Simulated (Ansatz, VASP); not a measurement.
# CaF2 (Fluorite) in VASP and in Ansatz

```
Ca F
1.0
     0.00000    2.73100    2.73100
     2.73100    0.00000    2.73100
     2.73100    2.73100    0.00000
Ca F
1 2
Direct
  0.00000 0.00000 0.00000
  0.25000 0.25000 0.25000
  0.75000 0.75000 0.75000
```

Alike in both runs: task single point; functional PBE; k mesh 6 × 6 × 6; occupations gaussian, width 0.1 eV; no spin polarisation.

```csv
,VASP,Ansatz
version,VASP 6.6.1,Ansatz 0.2.0
potentials or method,"VASP PAW PBE potentials, release 64 (Ca_sv, F)","scalar-relativistic, plane waves, PAW"
plane-wave cutoff (eV),520,420
valence electrons in the cell,24,24
```

Ansatz gave:

```
gap on the k mesh at the Fermi level (eV) : 7.30
least direct gap on the mesh (eV)         : 7.56
pressure (GPa)                            : 2.2
```

Estimate VASP's values.

gap on the k mesh at the Fermi level (eV): 7.28; least direct gap on the mesh (eV): 7.53; pressure (GPa): 2.5.

With one functional, cell and mesh, what is left measures potentials, basis and numerics.

A k mesh can miss the band edges. PBE gaps usually lie below the measured ones, often by a third to a half.
